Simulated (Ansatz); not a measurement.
Zincblende GaN (r2SCAN geometry), in Ansatz:

```
CELL_PARAMETERS angstrom
0.00000 2.24895 2.24895
2.24895 0.00000 2.24895
2.24895 2.24895 0.00000
ATOMIC_POSITIONS crystal
Ga 0.00000 0.00000 0.00000
N 0.25000 0.25000 0.25000
```

G0W0@PBE with 85 empty bands, a screening cutoff of 140 eV and a 6×6×6 mesh (PAW, contour deformation) gives 2.857 eV over the mesh points, from a PBE gap of 1.754 eV; it sums over 94 bands with 65 plane waves in the screening and a wave cutoff of 420 eV. No extrapolation in bands, cutoff or mesh was made for G0W0. Calculated for a static, non-magnetic cell.

**Question.** Estimate the gap with starting point LDA.

**Answer.** 2.906 eV (+0.049 eV), from a Kohn-Sham gap of 1.769 eV.

**Question.** Estimate the gap with empty bands 36, screening cutoff 80 eV.

**Answer.** 2.794 eV (-0.063 eV), from a Kohn-Sham gap of 1.754 eV.

**Question.** Another run gave a Kohn-Sham gap of 2.167 eV and a G0W0 gap of 3.104 eV, summing over 94 bands with 65 plane waves in the screening and a wave cutoff of 500 eV. What was changed?

**Answer.** Starting point r2SCAN, with them a wave cutoff of 500 eV. The Kohn-Sham gap has moved while bands and screening basis stay; the higher wave cutoff is that of a meta-GGA.

**Question.** Estimate the gap with potentials of the kind norm-conserving, with them a wave cutoff of 1240 eV.

**Answer.** 2.915 eV (+0.058 eV), from a Kohn-Sham gap of 1.775 eV.

With a shallow d shell on the cation, G0W0 converges slowly in bands and cutoff, so these values are in doubt.
